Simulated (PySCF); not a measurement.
# CHF3: the cost of one run

Computed with PySCF 2.14.0. Level: levels as typed in each script, gas phase, geometry from GFN2-xTB.

## 1. The starting structure

SMILES `FC(F)F`, 5 atoms, charge 0, spin multiplicity 1.

Bond lengths: F1–C2 1.328 Å, C2–F3 1.328 Å, C2–F4 1.328 Å, C2–H5 1.104 Å. Angles: F1–C2–F3 108.4°, F1–C2–F4 108.4°, F1–C2–H5 110.5°, F3–C2–F4 108.4°, F3–C2–H5 110.5°, F4–C2–H5 110.5°.

Geometry (Å):

```xyz
5

F     0.0107   -1.2435    0.1283
C    -0.0001    0.0000   -0.3371
F    -1.0822    0.6125    0.1283
F     1.0716    0.6310    0.1282
H    -0.0008    0.0000   -1.4409
```

## 2. Removing and adding an electron (PBE0/aug-cc-pvdz)

input.py reads:

```python
import numpy as np
from pyscf import gto, scf, dft
from pyscf.scf import atom_ks, atom_hf
from scipy.linalg import block_diag

def solve(mol, dm0=None, hcore=None):
    mf = (dft.UKS if mol.spin else dft.RKS)(mol, xc='pbe0')
    mf.grids.level = 3
    mf = mf.density_fit(auxbasis='def2-universal-jkfit')
    mf.conv_tol, mf.max_cycle = 1e-8, 80
    if hcore is not None:
        mf.get_hcore = lambda *args: hcore
    mf.kernel(dm0)
    if not mf.converged:
        mf = mf.newton().run(mf.mo_coeff, mf.mo_occ, max_cycle=30)
    assert mf.converged, 'SCF not converged'
    return mf

mol = gto.M(atom='''
F      0.01072    -1.24351     0.12827
C     -0.00013    -0.00003    -0.33706
F     -1.08219     0.61254     0.12835
F      1.07165     0.63100     0.12818
H     -0.00080     0.00004    -1.44091
''', basis='aug-cc-pvdz', charge=0, spin=0, verbose=4)
mf = solve(mol)
out = dict(e0=mf.e_tot, dm0=mf.make_rdm1(), c=mf.mo_coeff, occ=mf.mo_occ, eps=mf.mo_energy)
for name, dq, spin in [('cation', 1, 1), ('anion', -1, 1)]:
    ion = mol.copy().set(charge=mol.charge + dq, spin=spin).build()
    mi = solve(ion)
    if spin and dq > 0 and mol.nao < 130:
        c, _, stable, _ = mi.stability(return_status=True)
        if not stable:
            mi = solve(ion, mi.make_rdm1(c, mi.mo_occ))
    print(name, 'vertical energy change / eV', (mi.e_tot - mf.e_tot) * 27.211386)
    out.update({'e_' + name: mi.e_tot, 'dm_' + name: mi.make_rdm1(), 's2_' + name: mi.spin_square()[0], 'eps_' + name: mi.mo_energy, 'occ_' + name: mi.mo_occ})
# spherically averaged free atoms, for the promolecule
atm = atom_ks.get_atm_nrks(mol, xc='pbe0')
pro = block_diag(*[(atm[a[0]][2] * atm[a[0]][3]) @ atm[a[0]][2].T for a in mol._atom])
np.savez('result.npz', pro=pro, **out)
```

On the command line:

```console
> OMP_NUM_THREADS=1 python input.py
```

**Question.** How long does this run take on 1 thread of Intel Xeon Platinum 8175M at 2.50GHz (Skylake/Cascade Lake), shared host, and how much memory does it need?

About 87 s, with a peak of 0.48 GiB.
